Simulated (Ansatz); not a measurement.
Consider the ligand exchange at the Al–C bond: `NCC[CH2][AlH2]` + `N=C[SeH]` → `[AlH2]/[N]=C\[SeH]` + `CCCN`.

Computed with Ansatz on PBE0-D4/def2-TZVP structures; ΔE is electronic, products minus reactants. CCSD(T)/CBS adds triple-zeta CCSD(T) − MP2 to the extrapolated MP2 energy (def2 sets, frozen cores). DFT in def2-TZVPP. B3LYP here is the variant with VWN-RPA as its local correlation; programs differ in this. For Se outer-core shells are correlated without core-valence functions, which leaves a few kJ/mol of doubt a bond. Scalar relativity is left out up to krypton. Each species was taken in one conformer, which may not be the lowest.

`NCC[CH2][AlH2]`:

```xyz
15

N    -2.151   -0.614   -0.590
C    -0.722   -0.461   -0.557
C    -0.163   -0.491    0.854
C     1.346   -0.235    0.835
Al    1.594    1.356   -0.292
H    -2.614    0.137   -0.095
H    -2.513   -0.641   -1.533
H    -0.267   -1.260   -1.151
H    -0.381    0.496   -1.047
H    -0.429   -1.447    1.318
H    -0.663    0.289    1.440
H     1.726   -0.097    1.852
H     1.875   -1.099    0.419
H     2.520    1.369   -1.587
H     0.842    2.697    0.133
```

`N=C[SeH]`:

Cartesian coordinates in Å:
```
N -1.406 -0.233 0.011
C -0.192 0.094 0.002
Se 1.145 -1.259 -0.020
H -2.010 0.587 0.023
H 0.205 1.113 0.007
H 2.258 -0.302 -0.023
```

`[AlH2]/[N]=C\[SeH]`:

```xyz
8

Al    1.039    1.205    1.278
N    -0.025    0.288    0.231
C    -0.732   -0.389   -0.520
Se   -0.059   -1.871   -1.561
H     1.757    2.466    0.655
H     1.183    0.716    2.772
H    -1.806   -0.230   -0.681
H    -1.357   -2.185   -2.174
```

`CCCN`:

Cartesian coordinates in Å:
```
C -0.988 1.402 0.243
C -0.154 0.351 -0.470
C 0.394 -0.709 0.476
N 1.204 -1.752 -0.129
H -0.398 1.923 1.002
H -1.372 2.152 -0.451
H -1.845 0.948 0.748
H 0.683 0.830 -0.992
H -0.756 -0.140 -1.245
H 0.995 -0.223 1.253
H -0.439 -1.189 1.001
H 2.004 -1.347 -0.602
H 0.671 -2.246 -0.835
```

| level | ΔE (kJ/mol) |
| --- | --- |
| PBE | -111.9 |
| B3LYP | -126.9 |
| CCSD(T)/def2-TZVPP | -113.5 |
| MP2/def2-QZVPP | -118.0 |

Question: What does CCSD(T)/CBS give? (Best estimate.)

Answer: Ansatz gave: -113.2 kJ/mol. The listed levels differ from it by 1.3, -13.7, -0.3, -4.8 kJ/mol.

Largest T1 diagnostic among the species: 0.013.

In def2-TZVPP, CCSD(T) changes the Hartree–Fock value by +17.3 kJ/mol (the triples alone add +1.3 kJ/mol) and MP2 by +12.6 kJ/mol. The D4 term adds +4.7 kJ/mol with B3LYP and +2.6 kJ/mol with PBE0; it sums over pairs of atoms, weighted by their polarisabilities, and B3LYP, whose exchange is more repulsive, gets the larger term.

CCSD(T)/CBS has its own doubt, a few kJ/mol and more with outer-core shells, so smaller differences from it don't rank the levels.
